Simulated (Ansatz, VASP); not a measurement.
**One calculation of SiC, two programs**

```
CELL_PARAMETERS angstrom
0.00000 2.17700 2.17700
2.17700 0.00000 2.17700
2.17700 2.17700 0.00000
ATOMIC_POSITIONS crystal
Si 0.75000 0.75000 0.75000
C 0.00000 0.00000 0.00000
```

The cell is a database's computed one.

Alike in both runs: task single point; functional PBE; k mesh 8 × 8 × 8; occupations gaussian, width 0.1 eV; no spin polarisation.

|  | VASP | Ansatz |
| --- | --- | --- |
| version | VASP 6.6.1 | Ansatz 0.2.0 |
| potentials or method | VASP PAW PBE potentials, release 64 (Si, C) | scalar-relativistic, plane waves, PAW |
| plane-wave cutoff (eV) | 520 | 420 |
| valence electrons in the cell | 8 | 8 |

Ansatz gave:

| Property | Result |
| --- | --- |
| gap on the k mesh at the Fermi level (eV) | 1.36 |
| least direct gap on the mesh (eV) | 4.55 |
| pressure (GPa) | 3.9 |

Problem. What did VASP give for the same quantities?

Solution. gap on the k mesh at the Fermi level (eV): 1.35; least direct gap on the mesh (eV): 4.54; pressure (GPa): 3.8.

The functional is the same, so the differences come from potentials, cutoffs and numerics.

A k mesh can miss the band edges. PBE gaps usually lie below the measured ones, often by a third to a half.
